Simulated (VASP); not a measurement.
# O on Co(0001): binding against coverage, part 8 of 12

Aim: adsorption energy and work function of O on Co(0001) from low coverage to a full layer.

VASP 6.6.1, plane waves and PAW; the level of theory is named at each step.

Still holding for the runs below: The magnetic state follows from one typed start and may not be the lowest.

So far. Step 11 (The vacuum level with the adsorbate, coverage 1/4 …): The vacuum level lies 5.51 eV above the Fermi level at the upper face; the two faces differ by 0.55 eV, the step that the slab's dipole of 0.065 e·Å makes. Step 12 (Relaxing the adsorbate, coverage 2/4, k-mesh 6×6×1): The run ended after 11 ionic steps, 0.157 eV below its first step, once the forces on the free atoms met EDIFFG = -0.03.

## (13) The vacuum level with the adsorbate, coverage 2/4, k-mesh 6×6×1

Level of this step: PBE, spin-polarised from a ferromagnetic start; plane waves and PAW (Co, O) (VASP).

File INCAR:

```
SYSTEM = Co8O
PREC = Normal
ENCUT = 440
EDIFF = 1E-06
NELM = 120
ISMEAR = 1
SIGMA = 0.15
LREAL = Auto
ALGO = Fast
GGA = PE
NBANDS = 124
ISPIN = 2
MAGMOM = 2 2 2 2 2 2 2 2 2 2 2 2 2 2 2 2 0 0
LASPH = .TRUE.
LMAXMIX = 4
LORBIT = 11
LWAVE = .FALSE.
LCHARG = .FALSE.
KPAR = 4
NCORE = 2
IDIPOL = 3
LDIPOL = .TRUE.
DIPOL = 0.5 0.5 0.522
LVHAR = .TRUE.
LVACPOTAV = .TRUE.
```

File POSCAR:

```
Co8O
1.0
    4.9784435704      0.0000000000      0.0000000000
    2.4892217852      4.3114586033      0.0000000000
    0.0000000000      0.0000000000     21.0421269460
Co O
16 2
Selective dynamics
Direct
    0.8333333300      0.3333333300      0.3564278500  F F F
    0.3333333300      0.3333333300      0.3564278500  F F F
    0.8333333300      0.8333333300      0.3564278500  F F F
    0.3333333300      0.8333333300      0.3564278500  F F F
    0.0000000000      0.0000000000      0.4521426200  F F F
    0.5000000000      0.0000000000      0.4521426200  F F F
    0.0000000000      0.5000000000      0.4521426200  F F F
    0.5000000000      0.5000000000      0.4521426200  F F F
    0.8316602157      0.3366795586      0.5490560725  T T T
    0.3316602157      0.3366795586      0.5490560725  T T T
    0.8320495634      0.8359008632      0.5492963034  T T T
    0.3320495634      0.8359008632      0.5492963034  T T T
    0.0048814274      0.9902371453      0.6423976398  T T T
    0.5048814274      0.9902371453      0.6423976398  T T T
    0.9944833494      0.5110333013      0.6461982830  T T T
    0.4944833494      0.5110333013      0.6461982830  T T T
    0.3350666153      0.3298667594      0.6966393084  T T T
    0.8350666153      0.3298667594      0.6966393084  T T T
```

File KPOINTS:

```
Automatic mesh
0
Gamma
6 6 1
0 0 0
```

PAW data sets: Co and O (PBE family, release 64).

Launch:

```console
$ mpirun -np 8 vasp_std
```

The program printed:

```text
[... set-up lines as in an earlier step ...]
 entering main loop
       N       E                     dE             d eps       ncg     rms          rms(c)
DAV:   1     0.129643153726E+04    0.12964E+04   -0.60708E+04  6448   0.121E+03
DAV:   2     0.449973391445E+02   -0.12514E+04   -0.11500E+04  6456   0.300E+02
DAV:   3    -0.128607912205E+03   -0.17361E+03   -0.15014E+03  7532   0.137E+02
DAV:   4    -0.141564582694E+03   -0.12957E+02   -0.12682E+02  7080   0.387E+01
[...]
RMM:  46    -0.121199749335E+03   -0.10529E-05   -0.85702E-08  4941   0.939E-04    0.157E-03
RMM:  47    -0.121199751083E+03   -0.17472E-05   -0.25778E-08  3765   0.584E-04    0.159E-03
RMM:  48    -0.121199751875E+03   -0.79280E-06   -0.17085E-08  3533   0.560E-04
 [... a notice as in an earlier step ...]

   1 F= -.12119975E+03 E0= -.12120016E+03  d E =0.123821E-02  mag=    26.2801
```

Wall time 3.2 min (8 MPI ranks of AMD EPYC 9R45, shared host); peak memory 3.9 GiB.

OUTCAR, selected parts (step 13):

```text
  Total        1.8755293     -1.0976861     -3.0554466      0.0000000     -0.0113435      0.0000000
  in kB        6.6531451     -3.8938689    -10.8387158      0.0000000     -0.0402394      0.0000000
  external PRESSURE =      -2.6931465 kB  Pullay stress =       0.0000000 kB

 POSITION                                       TOTAL-FORCE (eV/Angst)
 -----------------------------------------------------------------------------------
      4.97844      1.43715      7.50000        -0.000000     -0.002815      0.398159
      2.48922      1.43715      7.50000        -0.000000     -0.002815      0.398159
      6.22305      3.59288      7.50000         0.000000      0.013505      0.333902
      3.73383      3.59288      7.50000         0.000000      0.013505      0.333902
      0.00000      0.00000      9.51404        -0.000000      0.004846     -0.349735
      2.48922      0.00000      9.51404        -0.000000      0.004846     -0.349735
      1.24461      2.15573      9.51404         0.000000     -0.030445     -0.433934
      3.73383      2.15573      9.51404         0.000000     -0.030445     -0.433934
      4.97844      1.45158     11.55331        -0.000000      0.009433     -0.010577
      2.48922      1.45158     11.55331        -0.000000      0.009433     -0.010577
      6.22305      3.60395     11.55836        -0.000000      0.007824      0.007398
      3.73383      3.60395     11.55836        -0.000000      0.007824      0.007398
      2.48922      4.26937     13.51741        -0.000000     -0.003192      0.023200
      4.97844      4.26937     13.51741        -0.000000     -0.003192      0.023200
[...]
-----------------------------------------------------------------------------------
    total drift:                                0.000079      0.004406      0.041607

  FREE ENERGIE OF THE ION-ELECTRON SYSTEM (eV)
  ---------------------------------------------------
  free  energy   TOTEN  =      -121.1997518755 eV

  energy  without entropy=     -121.2009900846  energy(sigma->0) =     -121.20016461

 magnetization (x)
# of ion       s       p       d       tot
------------------------------------------
    1       -0.009  -0.041   1.830   1.780
    2       -0.009  -0.041   1.830   1.780
    3       -0.011  -0.039   1.805   1.756
    4       -0.011  -0.039   1.805   1.756
    5       -0.011  -0.050   1.749   1.688
    6       -0.011  -0.050   1.749   1.688
    7       -0.013  -0.051   1.773   1.709
    8       -0.013  -0.051   1.773   1.709
    9       -0.013  -0.047   1.826   1.766
   10       -0.013  -0.047   1.826   1.766
   11       -0.014  -0.048   1.716   1.654
   12       -0.014  -0.048   1.716   1.654
   13       -0.003  -0.016   1.711   1.692
[...]
--------------------------------------------------
tot         -0.152  -0.464  27.101  26.485

[... 2 parts as in an earlier step ...]

[... 1 further part left out ...]
[key lines of the parts left out:]
E-fermi :   0.9321
```

At the end the adsorbate's closest contact with the slab is O-Co at 1.81 Å, 1.47 Å to the side of the slab's atom, and its lowest atom lies 1.06 Å above the highest atom of the slab.

The vacuum level lies 6.15 eV above the Fermi level at the upper face; the two faces differ by 1.19 eV, the step that the slab's dipole of 0.140 e·Å makes.

VASP counts the dipole in electrons times Å, so a positive number points the physical dipole along −c.

The program found no field-free point at its default tolerance, but its printed level agrees with the flat part of the planar average.

## (14) Relaxing the adsorbate, coverage 3/4, k-mesh 6×6×1

System of this step: Co16O3 (Co(0001)). The cell holds 19 atoms: 16 Co and 3 O. Its edges and angles: a = 4.978 Å, b = 4.978 Å, c = 21.042 Å, α = 90.0°, β = 90.0°, γ = 60.0°. It derives from Co. 3 O over hcp sites of a 2 x 2 cell of Co(0001). Vacuum lies along c.

File INCAR:

```
SYSTEM = Co16O3
PREC = Normal
ENCUT = 440
EDIFF = 1E-05
NELM = 120
ISMEAR = 1
SIGMA = 0.15
LREAL = Auto
ALGO = Fast
GGA = PE
NBANDS = 128
ISPIN = 2
MAGMOM = 2 2 2 2 2 2 2 2 2 2 2 2 2 2 2 2 0 0 0
LASPH = .TRUE.
LMAXMIX = 4
LORBIT = 11
LWAVE = .FALSE.
LCHARG = .FALSE.
KPAR = 4
NCORE = 2
IBRION = 2
NSW = 45
ISIF = 2
EDIFFG = -0.03
POTIM = 0.4
MAXMIX = 40
IDIPOL = 3
LDIPOL = .TRUE.
DIPOL = 0.5 0.5 0.531
```

File POSCAR:

```
Co16O3
1.0
    4.9784435704      0.0000000000      0.0000000000
    2.4892217852      4.3114586033      0.0000000000
    0.0000000000      0.0000000000     21.0421269460
Co O
16 3
Selective dynamics
Direct
    0.8333333300      0.3333333300      0.3564278500  F F F
    0.3333333300      0.3333333300      0.3564278500  F F F
    0.8333333300      0.8333333300      0.3564278500  F F F
    0.3333333300      0.8333333300      0.3564278500  F F F
    0.0000000000      0.0000000000      0.4521426200  F F F
    0.5000000000      0.0000000000      0.4521426200  F F F
    0.0000000000      0.5000000000      0.4521426200  F F F
    0.5000000000      0.5000000000      0.4521426200  F F F
    0.8333333300      0.3333333300      0.5499334500  T T T
    0.3333333300      0.3333333300      0.5499334500  T T T
    0.8333333300      0.8333333300      0.5499334500  T T T
    0.3333333300      0.8333333300      0.5499334500  T T T
    0.0000000000      0.0000000000      0.6422156600  T T T
    0.5000000000      0.0000000000      0.6422156600  T T T
    0.0000000000      0.5000000000      0.6422156600  T T T
    0.5000000000      0.5000000000      0.6422156600  T T T
    0.3333333300      0.3333333300      0.6968679300  T T T
    0.8333333300      0.3333333300      0.6968679300  T T T
    0.3333333300      0.8333333300      0.6968679300  T T T
```

KPOINTS is that of step 13.

Launch:

```console
$ mpirun -np 8 vasp_std
```

The program printed:

```text
[banner, memory and clock lines left out]
running    8 mpi-ranks, on    1 nodes
[...]
LDA part: xc-table for (Slater+PW92), standard interpolation
 POSCAR, INCAR and KPOINTS ok, starting setup
[...]
entering main loop
       N       E                     dE             d eps       ncg     rms          rms(c)
DAV:   1     0.140717379549E+04    0.14072E+04   -0.63169E+04  3584   0.122E+03
DAV:   2     0.774586640587E+02   -0.13297E+04   -0.12198E+04  3592   0.307E+02
DAV:   3    -0.132607567751E+03   -0.21007E+03   -0.18144E+03  4200   0.144E+02
DAV:   4    -0.150250735319E+03   -0.17643E+02   -0.17216E+02  3944   0.437E+01
[...]
RMM:  45    -0.127087259288E+03   -0.63026E-04   -0.72840E-07  1696   0.219E-03    0.449E-03
RMM:  46    -0.127087286400E+03   -0.27112E-04   -0.10145E-06  1958   0.262E-03    0.245E-03
RMM:  47    -0.127087288920E+03   -0.25202E-05   -0.57013E-08   977   0.148E-03
   1 F= -.12708729E+03 E0= -.12709068E+03  d E =-.127087E+03  mag=    24.7890
[...]
9 F= -.12736631E+03 E0= -.12736523E+03  d E =-.466965E-02  mag=    24.5021
  10 F= -.12736917E+03 E0= -.12736853E+03  d E =-.286591E-02  mag=    24.5257
  11 F= -.12736994E+03 E0= -.12736948E+03  d E =-.363767E-02  mag=    24.5361
  12 F= -.12737051E+03 E0= -.12737043E+03  d E =-.420535E-02  mag=    24.5574
  13 F= -.12737259E+03 E0= -.12737279E+03  d E =-.208270E-02  mag=    24.5628
  14 F= -.12737670E+03 E0= -.12737764E+03  d E =-.619069E-02  mag=    24.5863
  15 F= -.12737410E+03 E0= -.12737635E+03  d E =-.359309E-02  mag=    24.6103
  16 F= -.12737745E+03 E0= -.12737867E+03  d E =-.694176E-02  mag=    24.5886
  17 F= -.12737904E+03 E0= -.12738072E+03  d E =-.158228E-02  mag=    24.6197
  18 F= -.12738020E+03 E0= -.12738203E+03  d E =-.274976E-02  mag=    24.6224
  19 F= -.12738022E+03 E0= -.12738203E+03  d E =-.220500E-04  mag=    24.6181
  20 F= -.12738050E+03 E0= -.12738230E+03  d E =-.298870E-03  mag=    24.6197
  21 F= -.12738053E+03 E0= -.12738233E+03  d E =-.322794E-03  mag=    24.6199
  22 F= -.12738062E+03 E0= -.12738245E+03  d E =-.918122E-04  mag=    24.6240
 trial-energy change:   -0.000092  1 .order   -0.000078   -0.000116   -0.000041
 step:   1.8005(harm=  1.8005)  dis= 0.00203  next Energy=  -127.380615 (dE=-0.893E-04)
 reached required accuracy - stopping structural energy minimisation
```

Elapsed: 8.3 min, on 8 MPI ranks; peak memory 3.2 GiB.

OUTCAR, selected parts (step 14):

```text
  Total        4.8592718      4.8592718     -3.7118490      0.0000000      0.0000000      0.0000000
  in kB       17.2375019     17.2375019    -13.1672001      0.0000000      0.0000000      0.0000000
  external PRESSURE =       7.1026012 kB  Pullay stress =       0.0000000 kB

 POSITION                                       TOTAL-FORCE (eV/Angst)
 -----------------------------------------------------------------------------------
      4.97844      1.43715      7.50000         0.001791     -0.001034      0.370283
      2.48922      1.43715      7.50000        -0.001791     -0.001034      0.370283
      6.22305      3.59288      7.50000         0.000000      0.000000      0.280852
      3.73383      3.59288      7.50000         0.000000      0.002068      0.370283
      0.00000      0.00000      9.51404        -0.013656     -0.007884     -0.318064
      2.48922      0.00000      9.51404         0.013656     -0.007884     -0.318064
      1.24461      2.15573      9.51404        -0.000000      0.015769     -0.318064
      3.73383      2.15573      9.51404         0.000000     -0.000000     -0.427949
      4.97921      1.43671     11.55592         0.003429     -0.001980     -0.002972
      2.48845      1.43671     11.55592        -0.003429     -0.001980     -0.002972
      6.22305      3.59288     11.57591         0.000000      0.000000      0.004794
      3.73383      3.59377     11.55592         0.000000      0.003959     -0.002972
      7.43759      4.29409     13.61063         0.008418      0.004860      0.005564
      5.00852      4.29409     13.61063        -0.008418      0.004860      0.005564
[...]
-----------------------------------------------------------------------------------
    total drift:                                0.000065      0.000037      0.034737

  FREE ENERGIE OF THE ION-ELECTRON SYSTEM (eV)
  ---------------------------------------------------
  free  energy   TOTEN  =      -127.3806175539 eV

  energy  without entropy=     -127.3861069891  energy(sigma->0) =     -127.38244737

 magnetization (x)
# of ion       s       p       d       tot
------------------------------------------
    1       -0.008  -0.039   1.838   1.791
    2       -0.008  -0.039   1.838   1.791
    3       -0.011  -0.039   1.819   1.769
    4       -0.008  -0.039   1.838   1.791
    5       -0.010  -0.049   1.763   1.704
    6       -0.010  -0.049   1.763   1.704
    7       -0.010  -0.049   1.763   1.704
    8       -0.012  -0.050   1.774   1.713
    9       -0.011  -0.040   1.824   1.773
   10       -0.011  -0.040   1.824   1.773
   11       -0.012  -0.040   1.765   1.713
   12       -0.011  -0.040   1.824   1.773
   13       -0.002  -0.007   1.138   1.129
[...]
--------------------------------------------------
tot         -0.130  -0.471  25.443  24.842

[... 2 parts as in an earlier step ...]

[... 2 further parts left out ...]
[key lines of the parts left out:]
E-fermi :   0.9853
```

Step by step:

```csv
step,energy less that of the first step (eV),largest force (eV/Å)
1,0.0000,2.1555
2,-0.2303,0.7262
3,-0.2391,0.5141
4,-0.2733,0.1136
5,-0.2743,0.1504
6,-0.2776,0.0997
7,-0.2788,0.1275
8,-0.2780,0.1860
9,-0.2790,0.1387
10,-0.2819,0.1142
11,-0.2827,0.1280
12,-0.2832,0.1515
13,-0.2853,0.1351
14,-0.2894,0.1187
15,-0.2868,0.2958
16,-0.2902,0.1230
17,-0.2917,0.0567
18,-0.2929,0.0574
19,-0.2929,0.0500
20,-0.2932,0.0440
21,-0.2932,0.0471
22,-0.2933,0.0151
```

The atoms that moved most (Å):

```csv
atom,dx,dy,dz,length
Co16,0.000,0.000,0.132,0.132
Co13,-0.030,-0.017,0.097,0.103
Co14,0.030,-0.017,0.097,0.103
Co15,0.000,0.035,0.097,0.103
O17,-0.010,-0.006,0.034,0.036
O18,0.010,-0.006,0.034,0.036
O19,0.000,0.011,0.034,0.036
Co10,-0.001,0.000,-0.016,0.016
```

Final coordinates:

```cif
data_structure
_symmetry_space_group_name_H-M 'P 1'
_symmetry_Int_Tables_number 1
_cell_length_a 4.9784
_cell_length_b 4.9784
_cell_length_c 21.0421
_cell_angle_alpha 90.000
_cell_angle_beta 90.000
_cell_angle_gamma 60.000
_cell_volume 451.66
loop_
_atom_site_label
_atom_site_type_symbol
_atom_site_fract_x
_atom_site_fract_y
_atom_site_fract_z
_atom_site_occupancy
Co1 Co 0.83333 0.33333 0.35643 1
Co2 Co 0.33333 0.33333 0.35643 1
Co3 Co 0.83333 0.83333 0.35643 1
Co4 Co 0.33333 0.83333 0.35643 1
Co5 Co 0.00000 0.00000 0.45214 1
Co6 Co 0.50000 0.00000 0.45214 1
Co7 Co 0.00000 0.50000 0.45214 1
Co8 Co 0.50000 0.50000 0.45214 1
Co9 Co 0.83354 0.33323 0.54918 1
Co10 Co 0.33323 0.33323 0.54918 1
Co11 Co 0.83333 0.83333 0.55013 1
Co12 Co 0.33323 0.83354 0.54918 1
Co13 Co 0.99597 0.99597 0.64683 1
Co14 Co 0.50806 0.99597 0.64683 1
Co15 Co 0.99597 0.50806 0.64683 1
Co16 Co 0.50000 0.50000 0.64848 1
O17 O 0.33203 0.33203 0.69849 1
O18 O 0.83594 0.33203 0.69849 1
O19 O 0.33203 0.83594 0.69849 1
```

The run ended after 22 ionic steps, 0.293 eV below its first step, once the forces on the free atoms met EDIFFG = -0.03.

(Part 8 of 12 ends here.)

[Lines on the potential files, build, host, timing and source positions are cut from VASP's logs without a mark.]

[Logs are printed without paths, hosts, clocks, repeated set-up lines and the standing remarks that a program may print on its own settings, such as how far it seeks lower states.]

[Hosts, paths, dates, database ids (printed as entryN), source tags and the programs' standing remarks are cut or masked in the printed files.]

[Runs that stopped without an error message from VASP are left out.]
